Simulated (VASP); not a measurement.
A run of VASP 6.6.1:

Contents of INCAR:

```
ALGO = Normal ; EDIFF = 1E-6
ENCUT = 520 ; GGA = CA
ISIF = 2 ; ISMEAR = 0
LASPH = T ; LCHARG = T
LELF = T ; LREAL = F
LWAVE = F ; NELM = 60
PREC = Accurate ; SIGMA = 0.02
```

KPOINTS

```
k-points
0
Gamma
  4 6 3
```

The input POSCAR:

```
HfO2
1.0
    5.5563950000      0.0000000000      0.0000000000
    0.0000000000      3.3335970000      0.0000000000
    0.0000000000      0.0000000000      6.5049950000
Hf O
4 8
Direct
    0.7486820000      0.7500000000      0.6078710000
    0.2513180000      0.2500000000      0.3921290000
    0.2486820000      0.7500000000      0.8921290000
    0.7513180000      0.2500000000      0.1078710000
    0.6394990000      0.2500000000      0.4234000000
    0.3605010000      0.7500000000      0.5766000000
    0.1394990000      0.2500000000      0.0766000000
    0.8605010000      0.7500000000      0.9234000000
    0.5207940000      0.2500000000      0.8414530000
    0.4792060000      0.7500000000      0.1585470000
    0.0207940000      0.2500000000      0.6585470000
    0.9792060000      0.7500000000      0.3414530000
```

Potentials or basis: VASP PAW LDA potentials, release 64 (Hf_pv, O).

Launch:

```console
$ cat potpaw_LDA.64/Hf_pv/POTCAR potpaw_LDA.64/O/POTCAR > POTCAR
$ mpirun -np 1 vasp_std > vasp.out
```

Hardware: 1 thread of AMD EPYC 9R45 (Zen 5), with other jobs on the host.

Question: How long does it take, and how much memory?

Answer: It took 100 s on 1 thread of AMD EPYC 9R45 (Zen 5), with other jobs on the host, peak memory 0.22 GiB. Counts: scf iterations 15, k points 24.
